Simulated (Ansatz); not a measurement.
CaSe, space group Fm-3m, the orbital character of the bands

Program: the Python package of Ansatz (0.2.0).

Run as a notebook:

```python
from pathlib import Path

import ansatz as az
import pandas as pd
from pymatgen.core import Lattice, Structure
from pymatgen.io.ase import AseAtomsAdaptor
```

```python
pmg_structure = Structure(
    Lattice([[0.0, 2.956, 2.956], [2.956, 0.0, 2.956], [2.956, 2.956, 0.0]]),
    ["Ca", "Se"],
    [
        [0.0, 0.0, 0.0],
        [0.5, 0.5, 0.5],
    ],
)
system = az.Crystal.from_ase(AseAtomsAdaptor.get_atoms(pmg_structure))

points = {"K": (0.375, 0.375, 0.75), "G": (0.0, 0.0, 0.0), "L": (0.5, 0.5, 0.5), "W": (0.5, 0.25, 0.75), "X": (0.5, 0.0, 0.5)}
setup = (
    system.calculation()
    .functional(az.Functional.R2SCAN)
    .basis(12 * az.Ha)
    .accuracy("low")
    .kpoints(5, 5, 5)
    .occupations("fixed")
    .scf(tolerance=1e-08)
    .band_structure(list(points.values()), intervals=1)
    .fat_bands()
)
outcome = setup.run(threads=1, pin="off")
rep = outcome.report

[(site.symbol, site.position_frac.round(4).tolist()) for site in outcome.lattice.sites]
```

    DeckWarning: basis.ecutwfc = 326.536634951856 eV is below the records' recommended 500 eV, and the density's cutoff is lower with it unless basis.ecutrho_ratio is high enough to keep the records' density cutoff: compare with a run at a higher cutoff
    [(<Element.CA: 'Ca'>, [0.0, 0.0, 0.0]), (<Element.SE: 'Se'>, [0.5, 0.5, 0.5])]

```python
rep["n_electrons"]
```

    26.0

```python
rep["published_state_doubts"]
```

    []

```python
file = Path(outcome.write_results("results")) / "fatbands.tsv"
names = file.read_text().splitlines()[0].lstrip("# ").split("\t")
table = pd.read_csv(file, sep="\t", comment="#", names=names)
near = table[table.e_minus_ef.abs() < 3]
for ik, label in enumerate(points):
    print(label)
    for _, row in near[near.ik == ik].iterrows():
        main = row[names[4:]].astype(float).nlargest(2)
        print(f"   band {int(row.band):3d} {row.e_minus_ef:7.3f} eV  " + ", ".join(f"{k} {v:.2f}" for k, v in main.items()))
```

    K
       band  10  -2.278 eV  se1_l1_4P 0.96, ca0_l1_3P 0.02
       band  11  -2.043 eV  se1_l1_4P 0.87, ca0_l0_4S 0.09
       band  12  -1.122 eV  se1_l1_4P 0.95, ca0_l1_3P 0.01
    G
       band  10  -0.000 eV  se1_l1_4P 0.99, ca0_l1_3P 0.00
       band  11  -0.000 eV  se1_l1_4P 0.99, ca0_l1_3P 0.00
       band  12  -0.000 eV  se1_l1_4P 0.99, ca0_l1_3P 0.00
    L
       band  11  -1.190 eV  se1_l1_4P 0.93, ca0_l0_3S 0.00
       band  12  -1.190 eV  se1_l1_4P 0.93, ca0_l0_3S 0.00
    W
       band  10  -1.994 eV  se1_l1_4P 0.95, ca0_l1_3P 0.02
       band  11  -1.994 eV  se1_l1_4P 0.95, ca0_l1_3P 0.02
       band  12  -1.669 eV  se1_l1_4P 0.89, ca0_l0_4S 0.08
    X
       band  10  -2.554 eV  se1_l1_4P 0.96, ca0_l1_3P 0.02
       band  11  -0.952 eV  se1_l1_4P 0.98, ca0_l1_3P 0.01
       band  12  -0.952 eV  se1_l1_4P 0.98, ca0_l1_3P 0.01
       band  13   2.490 eV  se1_l2_3D 0.00, ca0_l0_3S 0.00

These settings explore the input space; cutoff and mesh may be short of convergence. The cutoff lies under the one recommended for these potentials. The computed bands are complete only to about 4.2 eV above the Fermi level. Under fixed occupations the level called the Fermi level is the highest filled one on the SCF mesh; off the mesh a filled band can lie a little above it. Of the deposited cell: the entry's cell lengths or inner coordinates differ somewhat from later room-temperature determinations. The structure is a deposited one; some such entries were measured under pressure or heat, so a shift against it needn't be the functional's error alone. Gaps and levels are Kohn-Sham values on a finite set of k-points, without spin-orbit coupling. Warnings are shown shortened and without file and line. Energies are less the Fermi level and bands count from 0. Only the largest channels are printed, equivalent atoms hold more, and in degenerate sets the split between sites is arbitrary; shells that the potentials lack have no channel. The whole script took 2.8 s on 1 thread of Arm Neoverse V1 (shared host), peak memory 0.44 GiB.

(Lines on the test bed's own set-up are left out of the output.)
